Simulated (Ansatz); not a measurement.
Base system: InN in the wurtzite structure (space group P6_3mc, No. 186; a = 3.537 Å, c = 5.714 Å). Axes: x lies along a and z along c of the hexagonal cell.

Now apply this change: biaxial strain −4.37 %, plane normal [001], relaxed out of plane (Cartesian); in-plane vectors clamped, the third vector and the atoms free.

Levels (all Ansatz, a program for electronic structure, PAW): PBEsol (420 eV, without spin-orbit coupling); r2SCAN (500 eV, no spin-orbit coupling).

The geometry is relaxed with PBEsol.

* **PBEsol pressure**: 8.2 GPa

Problem. How does going to r2SCAN change the pressure?

Solution. The pressure goes up by 1.64 GPa, from 8.2 GPa to 9.9 GPa.

Single points use the geometry relaxed with PBEsol. Their cutoffs differ, which shifts pressures a little. A case with no gap was solved on a k-mesh chosen for an insulator, which is coarse for it. Stability against distortions was not tested. All final runs are without spin polarisation.
